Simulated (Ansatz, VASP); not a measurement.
# One calculation of NaH, two programs

File POSCAR:

```
NaH
1.0
    0.0000000000      2.5969210608      2.5969210608
    2.5969210608      0.0000000000      2.5969210608
    2.5969210608      2.5969210608      0.0000000000
Na H
1 1
Direct
    0.0000000000      0.0000000000      0.0000000000
    0.2500000000      0.2500000000      0.2500000000
```

Contents of INCAR.step1:

```
SYSTEM = NaH
  PREC = Accurate
  ENCUT = 520
  ISMEAR = 0
  SIGMA = 0.01
  LREAL = .False.
  LASPH = .True.
  NELM = 100
  NBANDS = 11
  GGA = PE
  ALGO = Normal
  EDIFF = 1E-4
  LWAVE = .True.
  LCHARG = .False.
```

INCAR.step2

```
SYSTEM = NaH
  PREC = Accurate
  ENCUT = 520
  EDIFF = 1E-6
  ISMEAR = 0
  SIGMA = 0.01
  LREAL = .False.
  LASPH = .True.
  NELM = 100
  ALGO = Normal
  ISIF = 2
  LWAVE = .False.
  LCHARG = .False.
  METAGGA = R2SCAN
  LMIXTAU = .True.
  NBANDS = 11
  ISTART = 1
```

The input KPOINTS:

```
Automatic mesh
0
Gamma
  8 8 8
  0 0 0
```

Input for Ansatz:

```yaml
crystal:
  lattice:
    - [0.0, 2.5969210608, 2.5969210608]
    - [2.5969210608, 0.0, 2.5969210608]
    - [2.5969210608, 2.5969210608, 0.0]
  atoms:
    - { symbol: Na, position: [0.0, 0.0, 0.0] }
    - { symbol: H, position: [0.25, 0.25, 0.25] }
kpoints:
  mp_grid: { grid: [8, 8, 8] }
  band_path:
    path:
      - [0.0, 0.0, 0.0]
      - [-0.5, -0.5, 0.0]
      - [-0.375, -0.375, 0.25]
      - [-0.375, 0.0, 0.375]
      - [0.0, 0.0, 0.5]
      - [-0.5, -0.25, 0.25]
      - [0.25, -0.5, -0.25]
    npoints: 1
hamiltonian:
  xc: r2scan
scf:
  occupations: { method: fixed }
  n_extra_bands: 4
output:
  forces: true
  stress: true
  eigenvalues: true
```

Alike in both runs: task single point; functional r2SCAN; k mesh 8 × 8 × 8; no spin polarisation.

```csv
,VASP,Ansatz
version,VASP 6.6.1,Ansatz 0.2.0
potentials or method,"VASP PAW PBE potentials, release 64 (Na_pv, H)","plane waves, PAW"
plane-wave cutoff (eV),520,500
occupations,"gaussian, width 0.01 eV",fixed
valence electrons in the cell,8,10
```

|  | VASP | Ansatz | Ansatz less VASP |
| --- | --- | --- | --- |
| gap on the k mesh at the Fermi level (eV) | 4.05 | 4.05 | -0.001 |
| pressure (GPa) | -0.2 | 0.0 | +0.15 |

The two sets of potentials don't hold the same shells in valence.

Caveats: the PAW data sets were made with another functional, which shifts forces and pressure a little (VASP). r2SCAN opens gaps a little over a GGA but as a rule still falls short of measured ones. A k mesh can miss the band edges.
